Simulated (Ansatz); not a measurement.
# GaSb: equation of state with revPBE+D3(BJ)

Crystal: GaSb.

```
Sb Ga
1.0
     0.00000    3.05900    3.05900
     3.05900    0.00000    3.05900
     3.05900    3.05900    0.00000
Sb Ga
1 1
Direct
  0.75000 0.75000 0.75000
  0.00000 0.00000 0.00000
```

```
Program             : Ansatz 0.2.0
Task                : equation of state
Functional          : revPBE
Dispersion          : D3(BJ)
Potentials or basis : Ansatz PAW
Cutoff              : 420 eV
Density cutoff      : 1680 eV
k mesh              : 8 × 8 × 8
Occupations         : fermi-dirac, width 0.05 eV
Spin                : no spin polarisation
```

```json
{
 "Equilibrium volume": "28.39 Å³/atom",
 "Bulk modulus": "52 GPa",
 "Pressure derivative of the bulk modulus": "4.9 (rough: it moves with the points fitted)"
}
```

Energy against volume, from the lowest point:
```tsv
volume (Å³/atom)	energy (meV/atom)
26.907	13.62
27.480	4.68
28.052	0.32
28.625	0.00
29.197	3.21
29.770	9.59
30.342	18.85
```

All runs of the series together: 13 s on 2 threads of Arm Neoverse V1, with other jobs on the host.

Caveat: the potentials were made for another functional, which shifts forces and pressure. The run has no spin-orbit coupling, so splittings on Sb are missing.
